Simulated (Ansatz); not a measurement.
# BaTiO3: the cost of one run

Computed with Ansatz 0.2.0 (DFT PBE+U, PAW, plane waves, scalar-relativistic; U − J = 3 eV on Ti d, unless a step's input says otherwise).

### 1 The system as given

It takes space group R3m (No. 160, trigonal). Conventional cell: a = 5.657 Å, b = 5.657 Å, c = 6.957 Å, α = 90.00°, β = 90.00°, γ = 120.00°. Ba (site symmetry 3m) is surrounded by 12 O at 2.78 to 2.89 Å. Around Ti (site symmetry 3m) lie 6 O at 1.88 to 2.13 Å. O (site symmetry m) has 2 Ti at 1.88 to 2.13 Å and 1 Ba at 2.78 Å in its first shell of neighbours.

Coordinates:

```
Ba Ti O
1.0
     2.82865    1.63312    2.31890
    -2.82865    1.63312    2.31890
     0.00000   -6.53248    4.63780
Ba Ti O
2 2 6
Cartesian
  0.0000 0.0000 0.0000
  0.0000 -3.2662 2.3189
  0.0000 0.0000 3.5730
  0.0000 -3.2662 5.8919
  0.0000 -1.6044 4.5527
  0.0000 -4.8706 6.8716
  -1.3894 0.8022 4.5527
  -1.3894 -2.4641 6.8716
  1.3894 0.8022 4.5527
  1.3894 -2.4641 6.8716
```

Atoms are counted from 1 in the order of input.yaml (O10 and so on).

Planned first: parallel moments, plain SCF; opposed moments +-, plain SCF; no spin polarisation; spin on, no moments given (the program may seed its own), plain SCF. Further starts follow from what these give.

“Plain SCF” means no search for lower states. 

Site moments are integrals over atomic spheres and don't add up to the total.

### 2 Parallel moments, plain SCF

input.yaml reads:

```yaml
crystal:
  lattice:
    - [2.82864789, 1.63312062, 2.31890214]
    - [-2.82864789, 1.63312062, 2.31890214]
    - [0.0, -6.53248249, 4.63780428]
  atoms:
    - { symbol: Ba, position: [0.0, 0.0, 0.0] }
    - { symbol: Ba, position: [0.0, 0.0, 0.5] }
    - { symbol: Ti, position: [0.5136, 0.5136, 0.2568], spin: 1.0 }
    - { symbol: Ti, position: [0.5136, 0.5136, 0.7568], spin: 1.0 }
    - { symbol: O, position: [0.4907, 0.4907, 0.49095] }
    - { symbol: O, position: [0.4907, 0.4907, 0.99095] }
    - { symbol: O, position: [0.4907, 0.9819, 0.24535] }
    - { symbol: O, position: [0.4907, 0.9819, 0.74535] }
    - { symbol: O, position: [0.9819, 0.4907, 0.24535] }
    - { symbol: O, position: [0.9819, 0.4907, 0.74535] }
magnetization:
  spin_polarized: true
hamiltonian:
  xc: pbe
  pseudopotentials: { kind: paw }
  hubbard: { sites: [{ species: Ti, l: d, u_eff: 3.0 }] }
basis:
  ecutwfc: 420
kpoints:
  mp_grid: { grid: [4, 4, 2] }
scf:
  occupations: { method: fermi_dirac, width: 0.05 }
  lower_state_search: "off"
output:
  forces: true
  stress: true
  write_density: true
  write_potential: true
  elf: true
  volumetric_format: npy
```

The run is started by

```sh
$ ansatz run input.yaml --threads 4 --pin off --max-ram 9216MiB --backend cpu --events-out ev --progress --plain --runs-dir out
```

Q: Estimate wall time and peak memory on 4 threads of Arm Neoverse V1, shared host.

About 14 s, with a peak of 0.57 GiB.
